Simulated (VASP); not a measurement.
# PbO (Litharge) (P4/nmm) in VASP: settings compared, part 2 of 3

VASP 6.6.1. Earlier steps stand in the parts before.

**6. Equation of state, PBEsol, 20.34 Å³/atom (volume scaled by 1.02)**

INCAR reads:

```
PREC = Accurate
ENCUT = 520
EDIFF = 1E-7
ISMEAR = -1
SIGMA = 0.05
LREAL = False
LASPH = True
NELM = 80
ALGO = Normal
ISIF = 2
LWAVE = False
LCHARG = False
GGA = PS
NBANDS = 28
```

KPOINTS reads:

```
regular mesh
0
Gamma
  7 7 6
```

POSCAR reads:

```
PbO
1.0
    4.0164246111      0.0000000000      0.0000000000
    0.0000000000      4.0164246111      0.0000000000
    0.0000000000      0.0000000000      5.0431797749
Pb O
2 2
Direct
    0.5000000000      0.0000000000      0.7600000000
    0.0000000000      0.5000000000      0.2400000000
    0.5000000000      0.5000000000      0.0000000000
    0.0000000000      0.0000000000      0.0000000000
```

Potentials or basis: VASP PAW PBE potentials, release 64 (Pb_d, O).

Command:

```bash
> cat potpaw_PBE.64/Pb_d/POTCAR potpaw_PBE.64/O/POTCAR > POTCAR
> mpirun -np 1 vasp_std > vasp.out
```

Wall time 40 s (1 thread of Intel Xeon 6975P-C (Granite Rapids), shared host); peak memory 0.22 GiB.

Results (log left out):

```yaml
Free_energy: -22.8544 eV
Pressure: -2.4 GPa
Largest_force: 0.535 eV/Å
Band_gap_on_the_k_mesh: 1.40 eV, indirect (least direct gap 2.26 eV)
```

Caveat: the PAW data sets were made with another functional, which shifts forces and pressure a little; spin-orbit coupling is left out, which as a rule narrows the gap of such compounds by several tenths of an eV; an odd mesh through Γ misses points on the zone boundary, where band edges often lie.

**7. Equation of state, PBEsol, 20.74 Å³/atom (volume scaled by 1.04)**

INCAR is that of step 6.

KPOINTS is that of step 6.

POSCAR reads:

```
PbO
1.0
    4.0425060212      0.0000000000      0.0000000000
    0.0000000000      4.0425060212      0.0000000000
    0.0000000000      0.0000000000      5.0759286131
Pb O
2 2
Direct
    0.5000000000      0.0000000000      0.7600000000
    0.0000000000      0.5000000000      0.2400000000
    0.5000000000      0.5000000000      0.0000000000
    0.0000000000      0.0000000000      0.0000000000
```

Command:

```bash
> cat potpaw_PBE.64/Pb_d/POTCAR potpaw_PBE.64/O/POTCAR > POTCAR
> mpirun -np 1 vasp_std > vasp.out
```

Wall time 43 s (1 thread of Intel Xeon 6975P-C (Granite Rapids), shared host); peak memory 0.22 GiB.

It converged, with:

- Free energy: -22.8256 eV
- Pressure: -3.7 GPa
- Largest force: 0.763 eV/Å
- Band gap on the k mesh: 1.42 eV, indirect (least direct gap 2.22 eV)

Caveat: the PAW data sets were made with another functional, which shifts forces and pressure a little; spin-orbit coupling is left out, which as a rule narrows the gap of such compounds by several tenths of an eV; an odd mesh through Γ misses points on the zone boundary, where band edges often lie.

**8. Equation of state, PBEsol, 21.14 Å³/atom (volume scaled by 1.06)**

INCAR is that of step 7.

KPOINTS is that of step 7.

POSCAR reads:

```
PbO
1.0
    4.0682551615      0.0000000000      0.0000000000
    0.0000000000      4.0682551615      0.0000000000
    0.0000000000      0.0000000000      5.1082602403
Pb O
2 2
Direct
    0.5000000000      0.0000000000      0.7600000000
    0.0000000000      0.5000000000      0.2400000000
    0.5000000000      0.5000000000      0.0000000000
    0.0000000000      0.0000000000      0.0000000000
```

Command:

```bash
> cat potpaw_PBE.64/Pb_d/POTCAR potpaw_PBE.64/O/POTCAR > POTCAR
> mpirun -np 1 vasp_std > vasp.out
```

Wall time 44 s (1 thread of Intel Xeon 6975P-C (Granite Rapids), shared host); peak memory 0.23 GiB.

It converged, with:

* Free energy: -22.7838 eV
* Pressure: -4.9 GPa
* Largest force: 0.974 eV/Å
* Band gap on the k mesh: 1.44 eV, indirect (least direct gap 2.16 eV)

Caveat: the PAW data sets were made with another functional, which shifts forces and pressure a little; spin-orbit coupling is left out, which as a rule narrows the gap of such compounds by several tenths of an eV; an odd mesh through Γ misses points on the zone boundary, where band edges often lie.

**9. Single point, PBEsol (atoms moved at random, drawn with an rms of 0.05 Å)**

INCAR is that of step 8.

KPOINTS is that of step 8.

POSCAR reads:

```
PbO
1.0
    3.9900000000      0.0000000000      0.0000000000
    0.0000000000      3.9900000000      0.0000000000
    0.0000000000      0.0000000000      5.0100000000
Pb O
2 2
Direct
    0.5025100000      0.0002860000      0.7640710000
   -0.0105290000      0.5078170000      0.2474320000
    0.4947560000      0.5065610000     -0.0022200000
   -0.0062690000      0.0124200000      0.0082440000
```

Potentials or basis: VASP PAW PBE potentials, release 64 (Pb_d, O).

Command:

```bash
> cat potpaw_PBE.64/Pb_d/POTCAR potpaw_PBE.64/O/POTCAR > POTCAR
> mpirun -np 1 vasp_std > vasp.out
```

OUTCAR:

```text
PREC = Accurate
   ENCUT = 520
   EDIFF = 1E-7
   ISMEAR = -1
   LREAL = False
   LASPH = True
   NELM = 80
   ISIF = 2
   GGA = PS

 ion  position               nearest neighbor table
   1  0.503  0.000  0.764-   3 2.29   4 2.31   3 2.34   4 2.37   2 3.67   2 3.71   2 3.73   2 3.76
                             2 3.79   2 3.82   2 3.84   2 3.87
   2  0.989  0.508  0.247-   4 2.31   3 2.34   4 2.34   3 2.37   1 3.67   1 3.71   1 3.73   1 3.76
                             1 3.79   1 3.82   1 3.84   1 3.87
   3  0.495  0.507  0.998-   1 2.29   1 2.34   2 2.34   2 2.37
   4  0.994  0.012  0.008-   1 2.31   2 2.31   2 2.34   1 2.37

  LATTYP: Found a simple tetragonal cell.
 ALAT       =     3.9900000000
 C/A-ratio  =     1.2556390977

  Lattice vectors:

 A1 = (   3.9900000000,   0.0000000000,   0.0000000000)
 A2 = (   0.0000000000,   3.9900000000,   0.0000000000)
 A3 = (   0.0000000000,   0.0000000000,   5.0100000000)

Analysis of symmetry for initial positions (statically):
=====================================================================
 Subroutine PRICEL returns:
 Original cell was already a primitive cell.

 Routine SETGRP: Setting up the symmetry group for a
 simple tetragonal supercell.

[... 167 lines left out ...]
  free energy    TOTEN  =       -22.84961170 eV

  energy without entropy =      -22.84961160  energy(sigma->0) =      -22.84961165

 E-fermi :   5.5601     XC(G=0): -10.0770

 val. band max:        4.8877541873   @ k =   0.0000   0.0000   0.0000
 cond. band min:       6.2049918024   @ k =   0.4286   0.4286   0.0000
 fundamental gap:      1.3172376151
 Fermi energy:         5.5600541486

 k-point     1 :       0.0000    0.0000    0.0000
  band No.  band energies     occupation
      1     -13.2672      2.00000
      2     -12.7429      2.00000
      3     -11.0378      2.00000
      4     -11.0351      2.00000
      5     -10.9779      2.00000
      6     -10.9608      2.00000
[... 733 lines left out ...]
     27      13.2961      0.00000
     28      13.5392      0.00000

 [... further k-points ...]
[... 5 lines left out ...]
  --------------------------------------------------------------------------------------
  -------------------------------------------------------------------------------------
  Total       -0.8227636     -0.1382496     -0.8037298     -0.0052281     -0.1052775      0.2690973
  in kB      -16.5273088     -2.7770969    -16.1449657     -0.1050197     -2.1147677      5.4055061
  external PRESSURE =     -11.8164572 kB  Pullay stress =       0.0000000 kB

 VOLUME and BASIS-vectors are now :
 -----------------------------------------------------------------------------
  energy-cutoff  :      520.00
  volume of cell :       79.76
      direct lattice vectors                 reciprocal lattice vectors
     3.990000000  0.000000000  0.000000000     0.250626566  0.000000000  0.000000000
     0.000000000  3.990000000  0.000000000     0.000000000  0.250626566  0.000000000
     0.000000000  0.000000000  5.010000000     0.000000000  0.000000000  0.199600798

 POSITION                                       TOTAL-FORCE (eV/Angst)
 -----------------------------------------------------------------------------------
      2.00501      0.00114      3.82800        -0.157670      0.144161      0.293881
      3.94799      2.02619      1.23963         0.109393      0.015736     -0.513828
      1.97408      2.02118      4.99888        -0.040295     -0.005010      0.276166
      3.96499      0.04956      0.04130         0.088572     -0.154888     -0.056219
 -----------------------------------------------------------------------------------
    total drift:                               -0.001067     -0.000170      0.000062

  FREE ENERGIE OF THE ION-ELECTRON SYSTEM (eV)
  ---------------------------------------------------
  free  energy   TOTEN  =       -22.8496116976 eV

  energy  without entropy=      -22.8496115970  energy(sigma->0) =      -22.84961165
```

OSZICAR:

```text
N       E                     dE             d eps       ncg     rms          rms(c)
DAV:   1     0.464545921300E+03    0.46455E+03   -0.19630E+04  8288   0.170E+03
DAV:   2     0.358733838494E+02   -0.42867E+03   -0.41131E+03  8412   0.453E+02
DAV:   3    -0.241187768040E+02   -0.59992E+02   -0.58440E+02 10516   0.182E+02
DAV:   4    -0.268916629805E+02   -0.27729E+01   -0.27612E+01  9624   0.408E+01
DAV:   5    -0.269759445048E+02   -0.84282E-01   -0.84274E-01  9544   0.772E+00    0.114E+01
DAV:   6    -0.230993947166E+02    0.38765E+01   -0.22258E+01 12352   0.375E+01    0.540E+00
DAV:   7    -0.228982818529E+02    0.20111E+00   -0.27114E+00 10180   0.117E+01    0.243E+00
DAV:   8    -0.228611856951E+02    0.37096E-01   -0.55328E-01  8992   0.474E+00    0.898E-01
DAV:   9    -0.228489882066E+02    0.12197E-01   -0.57027E-02 12776   0.191E+00    0.273E-01
DAV:  10    -0.228497028465E+02   -0.71464E-03   -0.11000E-02  9576   0.722E-01    0.632E-02
DAV:  11    -0.228496479695E+02    0.54877E-04   -0.11986E-03 13284   0.280E-01    0.549E-02
DAV:  12    -0.228496232587E+02    0.24711E-04   -0.11175E-04 10792   0.839E-02    0.336E-02
DAV:  13    -0.228496137661E+02    0.94926E-05   -0.10606E-04 11736   0.754E-02    0.103E-02
DAV:  14    -0.228496121412E+02    0.16249E-05   -0.16387E-05 12604   0.399E-02    0.326E-03
DAV:  15    -0.228496117612E+02    0.38005E-06   -0.12041E-06 10448   0.854E-03    0.597E-04
DAV:  16    -0.228496116976E+02    0.63606E-07   -0.13644E-07  6796   0.306E-03
   1 F= -.22849612E+02 E0= -.22849612E+02  d E =-.100581E-06
```

It took 3.3 min on 1 thread of Intel Xeon 6975P-C (Granite Rapids), shared host; peak memory 0.38 GiB.

Results:

| Property | Result |
| --- | --- |
| Free energy | -22.8496 eV |
| Pressure | -1.2 GPa |
| Largest force | 0.526 eV/Å |
| Band gap on the k mesh | 1.32 eV, indirect (least direct gap 2.25 eV) |

Forces in eV/Å, atoms in the order of the input:
```
Pb  -0.158  0.144  0.294
Pb   0.109  0.016 -0.514
O   -0.040 -0.005  0.276
O    0.089 -0.155 -0.056
```

Levels at points of the mesh, in eV from the valence-band top:
```csv
k point,band 16,band 17,band 18,band 19,band 20,band 21,band 22,band 23,band 24,band 25
"(0.00, 0.00, 0.00)",-4.13,-1.64,-1.57,-1.47,0.00,2.37,5.44,5.47,5.63,6.48
"(0.00, 0.00, 0.50)",-3.95,-1.69,-1.60,-1.50,-0.94,1.97,3.80,3.93,4.18,8.48
```

Caveat: the PAW data sets were made with another functional, which shifts forces and pressure a little; spin-orbit coupling is left out, which as a rule narrows the gap of such compounds by several tenths of an eV; an odd mesh through Γ misses points on the zone boundary, where band edges often lie.

**10. Equation of state, PBEsol**

This step only gathers the single runs of the series.

What came out:

* Equilibrium volume: 19.78 Å³/atom
* Bulk modulus at fixed shape and positions: 84 GPa
* Pressure derivative of the bulk modulus: 4.5

Energy against volume, from the lowest point:
```csv
volume (Å³/atom),energy (meV/atom)
18.744,15.29
19.142,5.34
19.541,0.42
19.940,0.00
20.339,3.61
20.738,10.81
21.136,21.25
```

Caveat: the cell was scaled at fixed shape and fractional positions, which overstates the stiffness of a crystal with free parameters, most of all of layers and chains; the PAW data sets were made with another functional, which shifts forces and pressure a little. Spin-orbit coupling is left out, which matters for the levels of Pb.

**11. Single point, PBE**

INCAR reads:

```
PREC     = Accurate       # precision mode
ENCUT    = 520            # plane-wave cutoff, eV
EDIFF    = 1E-7           # SCF threshold, eV
ISMEAR   = -1             # smearing method
SIGMA    = 0.05           # smearing width, eV
LREAL    = False          # projectors in reciprocal space
LASPH    = True           # aspherical terms in the spheres
NELM     = 80             # most SCF steps
ALGO     = Normal         # electronic algorithm
ISIF     = 2              # what is computed and relaxed
LWAVE    = False          # write WAVECAR
LCHARG   = True           # write CHGCAR
GGA      = PE             # functional
LELF     = True           # ELF
LVHAR    = True         
NBANDS   = 28             # bands
```

KPOINTS reads:

```
Automatic mesh
0
Gamma
  7 7 6
```

POSCAR reads:

```
PbO
1.0
    3.9900000000      0.0000000000      0.0000000000
    0.0000000000      3.9900000000      0.0000000000
    0.0000000000      0.0000000000      5.0100000000
Pb O
2 2
Direct
    0.5000000000      0.0000000000      0.7600000000
    0.0000000000      0.5000000000      0.2400000000
    0.5000000000      0.5000000000      0.0000000000
    0.0000000000      0.0000000000      0.0000000000
```

Command:

```bash
> cat potpaw_PBE.64/Pb_d/POTCAR potpaw_PBE.64/O/POTCAR > POTCAR
> mpirun -np 1 vasp_std > vasp.out
```

Run time: 71 s. Hardware: 1 thread of Intel Xeon Platinum 8488C (Sapphire Rapids), shared host; peak memory 0.22 GiB.

Results (log left out):

```
Free energy            : -21.4373 eV
Pressure               : 3.0 GPa
Largest force          : 0.029 eV/Å
Band gap on the k mesh : 1.42 eV, indirect (least direct gap 2.37 eV)
```

Forces on the atoms (eV/Å):
```
Pb   0.000  0.000 -0.029
Pb   0.000  0.000  0.029
O    0.000  0.000  0.000
O    0.000  0.000  0.000
```

Stress tensor (GPa, compression positive):
```
3.44 0.00 0.00
0.00 3.44 0.00
0.00 0.00 2.26
```

Levels at points of the mesh, in eV from the valence-band top:
| k point | band 17 | band 18 | band 19 | band 20 | band 21 | band 22 | band 23 | band 24 |
| --- | --- | --- | --- | --- | --- | --- | --- | --- |
| (0.00, 0.00, 0.00) | -1.64 | -1.56 | -1.56 | 0.00 | 2.42 | 5.55 | 5.55 | 5.60 |
| (0.00, 0.00, 0.50) | -1.69 | -1.59 | -1.59 | -0.93 | 2.04 | 3.95 | 3.95 | 4.24 |

Caveat: spin-orbit coupling is left out, which as a rule narrows the gap of such compounds by several tenths of an eV; an odd mesh through Γ misses points on the zone boundary, where band edges often lie. Expect the measured gap to be larger: semilocal functionals such as PBE lack the derivative discontinuity.

(Continued in part 3 of 3.)
